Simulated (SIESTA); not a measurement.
Runs of SIESTA 5.4.2 on TaN. Symmetry: Fm-3m, No. 225, cubic system. The conventional cell has a = 4.423 Å, b = 4.423 Å, c = 4.423 Å, α = 90.00°, β = 90.00°, γ = 90.00°. Ta (site symmetry m-3m) has 6 N at 2.21 Å as nearest neighbours. N (site symmetry m-3m) has 6 Ta at 2.21 Å as nearest neighbours. The cell comes from a database or a generator and needn't be the stable form of this composition.

```csv
task,level,potentials or basis,gap on the mesh (eV),pressure (GPa)
band structure,AM05,"PseudoDojo 0.4 standard (PBEsol files), DZP (energy shift 0.003 Ry; two zetas on semicore shells)",none,(a)
band structure,vdW-DF-cx,"PseudoDojo 0.4 standard (PBE files), DZP (energy shift 0.003 Ry; two zetas on semicore shells)",none,-1.8
band structure,BLYP,"PseudoDojo 0.4 standard (PBE files), DZP (energy shift 0.003 Ry; two zetas on semicore shells)",none,16.5
band structure,LDA,"PseudoDojo 0.4 standard (LDA files), DZP (energy shift 0.003 Ry; two zetas on semicore shells)",none,-12.5
```

Alike in all rows: no spin polarisation; cell as given; k mesh 10 × 10 × 10; smearing fermi-dirac 0.05 eV; grid cutoff 800 Ry; energy shift 0.003 Ry.

Problem. Estimate the missing entries.

Solution. (a) -5.9.

Caveats: short orbitals over semicore shells can move pressures by several GPa; spin-orbit coupling is left out, which moves the levels of the heavy elements; the basis of atomic orbitals isn't converged, which shifts pressures, moduli and gaps; the potentials were made for another functional, which shifts forces and pressure (some runs).

A k mesh can miss the band edges, and the runs leave out spin-orbit coupling on Ta.

A gap of «none» marks a metal or a gap under the smearing width.

Runs at the PBE level aren't shown here.
